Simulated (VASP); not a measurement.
# GeSe (Pnma) in VASP: further runs

Runs on GeSe. Level: PBE+D3(BJ). Tasks: relaxation of cell and atoms.

All numbers are computed with VASP 6.6.1; they aren't measurements. Logs are shortened: lines on timing, memory, paths and dates and some standing lists are left out, and cuts for length are marked.

### 1 The structure

The structure is orthorhombic, space group Pnma (No. 62). The conventional cell has a = 10.960 Å, b = 3.882 Å, c = 4.423 Å, α = 90.00°, β = 90.00°, γ = 90.00°. Around Ge (site symmetry m) lie 3 Se at 2.59 to 2.60 Å. Around Se (site symmetry m) lie 3 Ge at 2.59 to 2.60 Å.

### 2 Relaxation of cell and atoms, PBE+D3(BJ)

INCAR reads:

```
ALGO = Normal ; EDIFF = 1E-7
EDIFFG = -0.005 ; ENCUT = 600
GGA = PE ; IBRION = 2
ISIF = 3 ; ISMEAR = 0
IVDW = 12 ; KPAR = 2
LASPH = True ; LCHARG = False
LREAL = False ; LWAVE = False
NELM = 80 ; NSW = 90
PREC = Accurate ; SIGMA = 0.03
```

KPOINTS reads:

```
k-points
0
Gamma
  4 8 6
```

POSCAR reads:

```
GeSe                                    
1.0
   10.9597312277      0.0000000000      0.0000000000
    0.0000000000      3.8818044229     -0.0000000000
    0.0000000000      0.0000000000      4.4231579862
  Ge              Se            
     4     4
Direct
     0.1229307963722750    0.7500000000000000    0.8900955645023154
     0.6229307963722749    0.7500000000000000    0.6099044354976846
     0.3770692036277251    0.2500000000000000    0.3900955645023150
     0.8770692036277251    0.2500000000000000    0.1099044354976848
     0.8545026892558046    0.7500000000000000    0.4986494640032458
     0.3545026892558044    0.7500000000000000    0.0013505359967543
     0.6454973107441954    0.2500000000000000    0.9986494640032455
     0.1454973107441957    0.2500000000000000    0.5013505359967545
```

Potentials or basis: VASP PAW PBE potentials, release 64 (Ge_d, Se).

Launch:

```bash
> cat potpaw_PBE.64/Ge_d/POTCAR potpaw_PBE.64/Se/POTCAR > POTCAR
> mpirun -np 2 vasp_std > vasp.out
```

OUTCAR:

```text
EDIFF = 1E-7
   EDIFFG = -0.005
   ENCUT = 600
   GGA = PE
   IBRION = 2
   ISIF = 3
   ISMEAR = 0
   IVDW = 12
   LASPH = True
   LREAL = False
   NELM = 80
   NSW = 90
   PREC = Accurate
 IVDW          = 12

 ion  position               nearest neighbor table
   1  0.123  0.750  0.890-   6 2.59   8 2.60   8 2.60
   2  0.623  0.750  0.610-   5 2.59   7 2.60   7 2.60
   3  0.377  0.250  0.390-   8 2.59   6 2.60   6 2.60
   4  0.877  0.250  0.110-   7 2.59   5 2.60   5 2.60
   5  0.855  0.750  0.499-   2 2.59   4 2.60   4 2.60
   6  0.355  0.750  0.001-   1 2.59   3 2.60   3 2.60
   7  0.645  0.250  0.999-   4 2.59   2 2.60   2 2.60
   8  0.145  0.250  0.501-   3 2.59   1 2.60   1 2.60

  LATTYP: Found a simple orthorhombic cell.
 ALAT       =     3.8818044229
 B/A-ratio  =     1.1394592577
 C/A-ratio  =     2.8233599722

  Lattice vectors:

 A1 = (   0.0000000000,   3.8818044229,   0.0000000000)
 A2 = (   0.0000000000,   0.0000000000,   4.4231579862)
 A3 = (  10.9597312277,   0.0000000000,   0.0000000000)

Analysis of symmetry for initial positions (statically):
=====================================================================
 Subroutine PRICEL returns:
 Original cell was already a primitive cell.

 Routine SETGRP: Setting up the symmetry group for a
 simple orthorhombic supercell.

 Subroutine GETGRP returns: Found  8 space group operations
 (whereof  2 operations were pure point group operations)
 out of a pool of  8 trial point group operations.

The static configuration has the point symmetry S_2 .
 The point group associated with its full space group is D_2h.

Analysis of symmetry for dynamics (positions and initial velocities):
=====================================================================
 Subroutine PRICEL returns:
 Original cell was already a primitive cell.

 Routine SETGRP: Setting up the symmetry group for a
 simple orthorhombic supercell.

 Subroutine GETGRP returns: Found  8 space group operations
 (whereof  2 operations were pure point group operations)
 out of a pool of  8 trial point group operations.

The dynamic configuration has the point symmetry S_2 .
 The point group associated with its full space group is D_2h.

 Subroutine INISYM returns: Found  8 space group operations
 (whereof  2 operations are pure point group operations),
 and found     1 'primitive' translations

----------------------------------------------------------------------------------------

                                     Primitive cell

  volume of cell :     188.1768

  direct lattice vectors                    reciprocal lattice vectors
    10.959731228  0.000000000  0.000000000     0.091243113  0.000000000  0.000000000
     0.000000000  3.881804423  0.000000000     0.000000000  0.257612154  0.000000000
     0.000000000  0.000000000  4.423157986     0.000000000  0.000000000  0.226082813

  length of vectors
    10.959731228  3.881804423  4.423157986     0.091243113  0.257612154  0.226082813

  position of ions in fractional coordinates (direct lattice)
     0.122930796  0.750000000  0.890095565
     0.622930796  0.750000000  0.609904435
     0.377069204  0.250000000  0.390095565
     0.877069204  0.250000000  0.109904435
     0.854502689  0.750000000  0.498649464
     0.354502689  0.750000000  0.001350536
     0.645497311  0.250000000  0.998649464
     0.145497311  0.250000000  0.501350536

  ion indices of the primitive-cell ions
   primitive index   ion index
                 1           1
                 2           2
                 3           3
                 4           4
                 5           5
                 6           6
                 7           7
                 8           8

----------------------------------------------------------------------------------------

 KPOINTS: k-points

Automatic generation of k-mesh.
 Grid dimensions read from file:
 generate k-points for:    4    8    6

 Generating k-lattice:

  Cartesian coordinates                     Fractional coordinates (reciprocal lattice)
[... 45 lines left out ...]
  Thomas-Fermi vector in A             =   2.365803
   LORBIT       =      0    0 simple, 1 ext, 2 COOP (PROOUT), +10 PAW based schemes
   GGA     = PE    functional components
   LHFCALC =     F    Hartree Fock is set to
   AEXX    =    0.0000 exact exchange contribution
   IVDW    =    12    specifies the selected vdW correction
   LEPSILON=     F    determine dielectric tensor
   LRPA    =     F    only Hartree local field effects (RPA)
 conjugate gradient relaxation of ions
 non-spin polarized calculation
 Gauss-broadening in eV      SIGMA  =   0.03
  energy-cutoff  :      600.00
  volume of cell :      188.18
 maximum number of plane-waves:      6328
 NGX is ok and might be reduce to    90
   NGX = 43   NGY = 15   NGZ = 17

--------------------------------------- Ionic step        1  -------------------------------------------

 number of electron      80.0000057 magnetization

 Free energy of the ion-electron system (eV)
  ---------------------------------------------------
  ext. energy  EPLUGINS =         0.00000000
  ---------------------------------------------------
  free energy    TOTEN  =       -33.85515526 eV

  energy without entropy =      -33.85515526  energy(sigma->0) =      -33.85515526

------------------------ aborting loop because EDIFF is reached ----------------------------------------

 Edisp (eV)   -2.86352

 E8    (eV) :    -1.2307

  FORCE on cell =-STRESS in cart. coord.  units (eV):
  Direction    XX          YY          ZZ          XY          YZ          ZX
  --------------------------------------------------------------------------------------
  -------------------------------------------------------------------------------------
  Total      -0.01834     0.00340     0.01033     0.00000     0.00000     0.00000
  in kB      -0.15618     0.02898     0.08792     0.00000     0.00000     0.00000
  external pressure =       -0.01 kB  Pullay stress =        0.00 kB
[... 115 lines left out ...]
  FREE ENERGIE OF THE ION-ELECTRON SYSTEM (eV)
  ---------------------------------------------------
  free  energy   TOTEN  =       -36.7187934711 eV

  energy  without entropy=      -36.7187934711  energy(sigma->0) =      -36.71879347

[... ionic steps 4 to 18 ...]

--------------------------------------- Ionic step       19  -------------------------------------------

 number of electron      80.0000046 magnetization

------------------------ aborting loop because EDIFF is reached ----------------------------------------

 Edisp (eV)   -2.86374

 E8    (eV) :    -1.2308
[... 81 lines left out ...]
  energy  without entropy=      -36.7191421437  energy(sigma->0) =      -36.71914214

--------------------------------------- Ionic step       21  -------------------------------------------

 number of electron      80.0000047 magnetization

 Free energy of the ion-electron system (eV)
  ---------------------------------------------------
  ext. energy  EPLUGINS =         0.00000000
  ---------------------------------------------------
  free energy    TOTEN  =       -33.85547482 eV

  energy without entropy =      -33.85547482  energy(sigma->0) =      -33.85547482

 E-fermi :   4.3117     XC(G=0):  -9.8236

 val. band max:        4.1395494003   @ k =   0.0000   0.0000   0.3333
 cond. band min:       4.8500805823   @ k =   0.0000   0.0000   0.0000
 fundamental gap:      0.7105311819
 Fermi energy:         4.3116786801

 k-point     1 :       0.0000    0.0000    0.0000
  band No.  band energies     occupation
      1     -20.4416      2.00000
      2     -20.4397      2.00000
      3     -20.4389      2.00000
      4     -20.4377      2.00000
      5     -20.4374      2.00000
      6     -20.4373      2.00000
[... 1213 lines left out ...]
     47       7.6796      0.00000
     48       7.6796      0.00000

 [... further k-points ...]

------------------------ aborting loop because EDIFF is reached ----------------------------------------

 Edisp (eV)   -2.86368

 E8    (eV) :    -1.2308

  FORCE on cell =-STRESS in cart. coord.  units (eV):
  Direction    XX          YY          ZZ          XY          YZ          ZX
  --------------------------------------------------------------------------------------
  -------------------------------------------------------------------------------------
  Total      -0.00491    -0.01417     0.00307     0.00000    -0.00000     0.00000
  in kB      -0.04182    -0.12061     0.02612     0.00000    -0.00000     0.00000
  external pressure =       -0.05 kB  Pullay stress =        0.00 kB
[... 23 lines left out ...]
  FREE ENERGIE OF THE ION-ELECTRON SYSTEM (eV)
  ---------------------------------------------------
  free  energy   TOTEN  =       -36.7191508280 eV

  energy  without entropy=      -36.7191508280  energy(sigma->0) =      -36.71915083

 reached required accuracy - stopping structural energy minimisation
```

Run time: 37 min. Hardware: 2 MPI ranks of Intel Xeon Platinum 8559C (Emerald Rapids), shared host; peak memory 0.68 GiB.

Results:

| Item | Value |
| --- | --- |
| Free energy | -36.7192 eV |
| Energy gained by relaxing | 0.1 meV/atom |
| Ionic steps | 21 |
| Pressure after relaxing | 0.0 GPa |
| Largest force after relaxing | 0.004 eV/Å |
| Band gap on the k mesh | 0.71 eV, indirect (least direct gap 0.92 eV) |
| Dispersion energy per atom | -0.358 eV |

Forces on the atoms (eV/Å):
```
Ge  -0.004  0.000 -0.001
Ge  -0.004  0.000  0.001
Ge   0.004  0.000 -0.001
Ge   0.004  0.000  0.001
Se  -0.001  0.000  0.001
Se  -0.001  0.000 -0.001
Se   0.001  0.000  0.001
Se   0.001  0.000 -0.001
```

The path:
```tsv
step	energy change (eV)	largest force (eV/Å)	pressure (GPa)	volume (Å³)
1	0.0000	0.0099	0.00	188.18
2	0.0000	0.0092	0.01	188.17
3	-0.0001	0.0098	0.02	188.16
4	-0.0001	0.0119	0.04	188.12
5	-0.0002	0.0111	0.03	188.14
6	-0.0002	0.0102	0.02	188.15
7	-0.0002	0.0076	0.00	188.20
8	-0.0003	0.0051	-0.04	188.29
9	-0.0003	0.0058	-0.06	188.33
10	-0.0003	0.0082	-0.03	188.27
11	-0.0003	0.0117	0.01	188.18
12	-0.0004	0.0107	0.02	188.18
13	-0.0004	0.0081	0.01	188.17
14	-0.0004	0.0062	0.01	188.16
15	-0.0004	0.0062	-0.02	188.22
16	-0.0004	0.0063	-0.03	188.24
17	-0.0005	0.0058	0.01	188.19
18	-0.0005	0.0057	0.03	188.18
19	-0.0005	0.0059	0.01	188.18
20	-0.0005	0.0057	0.01	188.18
21	-0.0005	0.0039	0.00	188.19
```

Final structure:
```
CELL_PARAMETERS angstrom
10.96559 0.00000 0.00000
0.00000 3.88277 0.00000
0.00000 0.00000 4.42005
ATOMIC_POSITIONS crystal
Ge 0.12339 0.75000 0.88752
Ge 0.62339 0.75000 0.61248
Ge 0.37661 0.25000 0.38752
Ge 0.87661 0.25000 0.11248
Se 0.85489 0.75000 0.50186
Se 0.35489 0.75000 0.99814
Se 0.64511 0.25000 0.00186
Se 0.14511 0.25000 0.49814
```

A k mesh can miss the band edges.

### 3 Relaxation of cell and atoms, PBE+D3(BJ)

This run uses another cell than the first one, of 22.57 Å³/atom, 0.959 times its volume.

INCAR reads:

```
SYSTEM = GeSe
PREC = Accurate ; ENCUT = 600
EDIFF = 1E-6 ; ISMEAR = 0
SIGMA = 0.03 ; LREAL = .False.
LASPH = .True. ; NELM = 80
ALGO = Normal ; ISIF = 3
LWAVE = .False. ; LCHARG = .False.
GGA = PE ; IVDW = 12
IBRION = 2 ; NSW = 90
EDIFFG = -0.01 ; KPAR = 4
```

KPOINTS reads:

```
Automatic mesh
0
Gamma
  4 8 6
  0 0 0
```

POSCAR reads:

```
GeSe
1.0
   10.7900000000      0.0000000000      0.0000000000
    0.0000000000      3.8200000000      0.0000000000
    0.0000000000      0.0000000000      4.3800000000
Ge Se
4 4
Direct
    0.1210000000      0.7500000000      0.8940000000
    0.6210000000      0.7500000000      0.6060000000
    0.3790000000      0.2500000000      0.3940000000
    0.8790000000      0.2500000000      0.1060000000
    0.8520000000      0.7500000000      0.4970000000
    0.3520000000      0.7500000000      0.0030000000
    0.6480000000      0.2500000000      0.9970000000
    0.1480000000      0.2500000000      0.5030000000
```

Potentials or basis: VASP PAW PBE potentials, release 64 (Ge_d, Se).

Launch:

```bash
> cat potpaw_PBE.64/Ge_d/POTCAR potpaw_PBE.64/Se/POTCAR > POTCAR
> mpirun -np 4 vasp_std > vasp.out
```

Wall time 24 min (4 MPI ranks of Intel Xeon Platinum 8488C (Sapphire Rapids), shared host); peak memory 0.67 GiB.

It converged, with:

- Free energy: -36.7182 eV
- Relaxed volume: 23.52 Å³/atom
- Relaxed cell: a = 10.960 Å, b = 3.882 Å, c = 4.423 Å, α = 90.00°, β = 90.00°, γ = 90.00°
- Space group after relaxing (to 0.05 Å): Pnma (No. 62)
- Energy gained by relaxing: 11.7 meV/atom
- Ionic steps: 25
- Pressure after relaxing: 0.0 GPa
- Largest force after relaxing: 0.010 eV/Å
- Band gap on the k mesh: 0.71 eV, indirect (least direct gap 0.89 eV)
- Dispersion energy per atom: -0.358 eV

Forces in eV/Å, atoms in the order of the input:
```
Ge   0.007  0.000 -0.007
Ge   0.007  0.000  0.007
Ge  -0.007  0.000 -0.007
Ge  -0.007  0.000  0.007
Se   0.005  0.000  0.007
Se   0.005  0.000 -0.007
Se  -0.005  0.000  0.007
Se  -0.005  0.000 -0.007
```

The path:
| step | energy change (eV) | largest force (eV/Å) | pressure (GPa) | volume (Å³) |
| --- | --- | --- | --- | --- |
| 1 | 0.0000 | 0.2543 | 3.31 | 180.53 |
| 2 | -0.0416 | 0.2877 | -2.39 | 193.00 |
| 3 | -0.0841 | 0.1310 | -0.08 | 187.88 |
| 4 | -0.0841 | 0.1262 | -0.02 | 187.73 |
| 5 | -0.0878 | 0.0880 | 0.00 | 187.88 |
| 6 | -0.0900 | 0.0458 | 0.02 | 188.07 |
| 7 | -0.0901 | 0.0431 | 0.06 | 188.10 |
| 8 | -0.0912 | 0.0347 | -0.05 | 188.44 |
| 9 | -0.0912 | 0.0360 | -0.21 | 188.86 |
| 10 | -0.0914 | 0.0347 | -0.19 | 188.67 |
| 11 | -0.0920 | 0.0429 | 0.00 | 188.33 |
| 12 | -0.0921 | 0.0472 | 0.14 | 188.14 |
| 13 | -0.0926 | 0.0377 | 0.09 | 188.16 |
| 14 | -0.0932 | 0.0185 | 0.04 | 188.20 |
| 15 | -0.0934 | 0.0170 | -0.06 | 188.33 |
| 16 | -0.0934 | 0.0168 | -0.04 | 188.37 |
| 17 | -0.0934 | 0.0168 | -0.09 | 188.43 |
| 18 | -0.0935 | 0.0168 | -0.04 | 188.34 |
| 19 | -0.0936 | 0.0184 | 0.02 | 188.17 |
| 20 | -0.0936 | 0.0183 | 0.11 | 188.14 |
| 21 | -0.0936 | 0.0183 | -0.02 | 188.16 |
| 22 | -0.0936 | 0.0183 | 0.06 | 188.15 |
| 23 | -0.0937 | 0.0132 | 0.01 | 188.18 |
| 24 | -0.0937 | 0.0124 | -0.02 | 188.22 |
| 25 | -0.0938 | 0.0096 | 0.01 | 188.18 |

Final structure:
```xyz
8
Lattice="10.9597 0.0000 0.0000 0.0000 3.8818 0.0000 0.0000 0.0000 4.4232" Properties=species:S:1:pos:R:3 pbc="T T T"
Ge    1.3473    2.9114    3.9370
Ge    6.8272    2.9114    2.6977
Ge    4.1326    0.9705    1.7255
Ge    9.6124    0.9705    0.4861
Se    9.3651    2.9114    2.2056
Se    3.8853    2.9114    0.0060
Se    7.0745    0.9705    4.4172
Se    1.5946    0.9705    2.2176
```

Levels at points of the mesh, in eV from the valence-band top:
```tsv
k point	band 37	band 38	band 39	band 40	band 41	band 42	band 43	band 44
(0.00, 0.00, 0.00)	-1.38	-1.07	-0.82	-0.18	0.71	2.65	2.69	2.69
(0.50, 0.00, 0.00)	-1.67	-1.67	-0.44	-0.44	2.37	2.37	2.42	2.42
(0.00, 0.50, 0.00)	-1.38	-1.38	-1.18	-1.18	1.12	1.12	1.23	1.23
(0.50, 0.50, 0.00)	-1.50	-1.50	-1.50	-1.50	1.50	1.50	1.50	1.50
(0.00, 0.00, 0.50)	-0.96	-0.96	-0.39	-0.39	1.24	1.24	1.94	1.94
(0.50, 0.00, 0.50)	-0.57	-0.57	-0.52	-0.52	1.29	1.29	1.93	1.93
(0.00, 0.50, 0.50)	-2.14	-2.14	-1.51	-1.51	2.86	2.86	3.23	3.23
(0.50, 0.50, 0.50)	-1.46	-1.46	-1.46	-1.46	2.57	2.57	2.57	2.57
```

A k mesh can miss the band edges. Zero-point motion and thermal expansion aren't in these numbers.

### 4 Relaxation of cell and atoms, PBE+D3(BJ)

INCAR reads:

```
SYSTEM = GeSe
PREC = Accurate ; ENCUT = 600
EDIFF = 1E-7 ; ISMEAR = 0
SIGMA = 0.03 ; LREAL = .False.
LASPH = .True. ; NELM = 80
ALGO = Normal ; ISIF = 3
LWAVE = .False. ; LCHARG = .False.
GGA = PE ; IVDW = 12
IBRION = 2 ; NSW = 90
EDIFFG = -0.005 ; KPAR = 4
```

KPOINTS is that of step 3.

POSCAR reads:

```
GeSe                                    
1.0
   10.9597323115      0.0000000000      0.0000000000
    0.0000000000      3.8818042543     -0.0000000000
    0.0000000000     -0.0000000000      4.4231583652
  Ge              Se            
     4     4
Direct
     0.1229307582127656    0.7500000000000000    0.8900956001449347
     0.6229307582127657    0.7500000000000000    0.6099043998550653
     0.3770692417872343    0.2500000000000000    0.3900956001449344
     0.8770692417872343    0.2500000000000000    0.1099043998550655
     0.8545026679240313    0.7500000000000000    0.4986492535063660
     0.3545026679240308    0.7500000000000000    0.0013507464936340
     0.6454973320759687    0.2500000000000000    0.9986492535063659
     0.1454973320759691    0.2500000000000000    0.5013507464936341
```

Launch:

```bash
> cat potpaw_PBE.64/Ge_d/POTCAR potpaw_PBE.64/Se/POTCAR > POTCAR
> mpirun -np 4 vasp_std > vasp.out
```

Wall time 17 min (4 MPI ranks of Intel Xeon Platinum 8488C (Sapphire Rapids), shared host); peak memory 0.68 GiB.

The run converged. Its results:

- Free energy: -36.7192 eV
- Energy gained by relaxing: 0.1 meV/atom
- Ionic steps: 20
- Pressure after relaxing: 0.0 GPa
- Largest force after relaxing: 0.004 eV/Å
- Band gap on the k mesh: 0.71 eV, indirect (least direct gap 0.92 eV)
- Dispersion energy per atom: -0.358 eV

Forces on the atoms (eV/Å):
```
Ge  -0.004  0.000 -0.001
Ge  -0.004  0.000  0.001
Ge   0.004  0.000 -0.001
Ge   0.004  0.000  0.001
Se  -0.001  0.000  0.001
Se  -0.001  0.000 -0.001
Se   0.001  0.000  0.001
Se   0.001  0.000 -0.001
```

The path:
| step | energy change (eV) | largest force (eV/Å) | pressure (GPa) | volume (Å³) |
| --- | --- | --- | --- | --- |
| 1 | 0.0000 | 0.0099 | 0.00 | 188.18 |
| 2 | 0.0000 | 0.0092 | 0.01 | 188.17 |
| 3 | -0.0001 | 0.0098 | 0.02 | 188.16 |
| 4 | -0.0001 | 0.0119 | 0.04 | 188.12 |
| 5 | -0.0002 | 0.0111 | 0.03 | 188.14 |
| 6 | -0.0002 | 0.0102 | 0.02 | 188.15 |
| 7 | -0.0002 | 0.0076 | 0.00 | 188.20 |
| 8 | -0.0003 | 0.0051 | -0.04 | 188.29 |
| 9 | -0.0003 | 0.0058 | -0.06 | 188.33 |
| 10 | -0.0003 | 0.0082 | -0.03 | 188.27 |
| 11 | -0.0003 | 0.0117 | 0.01 | 188.18 |
| 12 | -0.0004 | 0.0107 | 0.02 | 188.18 |
| 13 | -0.0004 | 0.0081 | 0.01 | 188.17 |
| 14 | -0.0004 | 0.0062 | 0.01 | 188.16 |
| 15 | -0.0004 | 0.0062 | -0.02 | 188.22 |
| 16 | -0.0004 | 0.0063 | -0.03 | 188.24 |
| 17 | -0.0005 | 0.0058 | 0.01 | 188.18 |
| 18 | -0.0005 | 0.0061 | 0.02 | 188.17 |
| 19 | -0.0005 | 0.0059 | 0.01 | 188.18 |
| 20 | -0.0005 | 0.0040 | 0.01 | 188.20 |

Final structure:
```
CELL_PARAMETERS angstrom
10.96571 0.00000 0.00000
0.00000 3.88283 0.00000
0.00000 0.00000 4.42002
ATOMIC_POSITIONS crystal
Ge 0.12339 0.75000 0.88748
Ge 0.62339 0.75000 0.61252
Ge 0.37661 0.25000 0.38748
Ge 0.87661 0.25000 0.11252
Se 0.85489 0.75000 0.50187
Se 0.35489 0.75000 0.99813
Se 0.64511 0.25000 0.00187
Se 0.14511 0.25000 0.49813
```

Levels at points of the mesh, in eV from the valence-band top:
```csv
k point,band 38,band 39,band 40,band 41,band 42,band 43
"(0.00, 0.00, 0.00)",-1.09,-0.84,-0.21,0.71,2.65,2.68
"(0.50, 0.00, 0.00)",-1.69,-0.46,-0.46,2.37,2.37,2.41
"(0.00, 0.50, 0.00)",-1.38,-1.17,-1.17,1.10,1.10,1.20
"(0.50, 0.50, 0.00)",-1.50,-1.50,-1.50,1.48,1.48,1.48
"(0.00, 0.00, 0.50)",-0.96,-0.39,-0.39,1.22,1.22,1.92
"(0.50, 0.00, 0.50)",-0.58,-0.53,-0.53,1.26,1.26,1.91
"(0.00, 0.50, 0.50)",-2.18,-1.50,-1.50,2.84,2.84,3.25
"(0.50, 0.50, 0.50)",-1.48,-1.48,-1.48,2.57,2.57,2.57
```

A k mesh can miss the band edges.
